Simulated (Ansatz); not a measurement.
**AgCl (Chlorargyrite) in Ansatz: the effect of functional**

AgCl (Chlorargyrite):

```
Ag Cl
1.0
     0.00000    2.67917    2.67917
     2.67917    0.00000    2.67917
     2.67917    2.67917    0.00000
Ag Cl
1 1
Direct
  0.00000 0.00000 0.00000
  0.50000 0.50000 0.50000
```

The cell isn't the ideal one: volume scaled by 0.94.

Alike in all runs:

```yaml
Program: Ansatz 0.2.0
Task: single point
Potentials_or_basis: Ansatz PAW
k_mesh: 8 × 8 × 8
Occupations: fermi-dirac, width 0.05 eV
Spin: no spin polarisation
```

Question: One run gave: gap on the mesh 0.73 eV; pressure 3.2 GPa. Which functional did it use?
A. PBE
B. r2SCAN
C. PBEsol
D. LDA

Answer: C.

```tsv
functional	cutoff	gap on the mesh (eV)	pressure (GPa)
LDA	420 eV (not typed: the program's choice for these potentials)	0.63	-0.2
PBE	420 eV (not typed: the program's choice for these potentials)	0.91	8.4
PBEsol	420 eV (not typed: the program's choice for these potentials)	0.73	3.2
r2SCAN	500 eV (not typed: the program's choice for these potentials)	1.50	6.8
```

Caveats: the PAW data sets come from PBE, with cores solved anew for the run's functional, which leaves a small shift of forces and pressure (some runs).

A k mesh can miss the band edges.
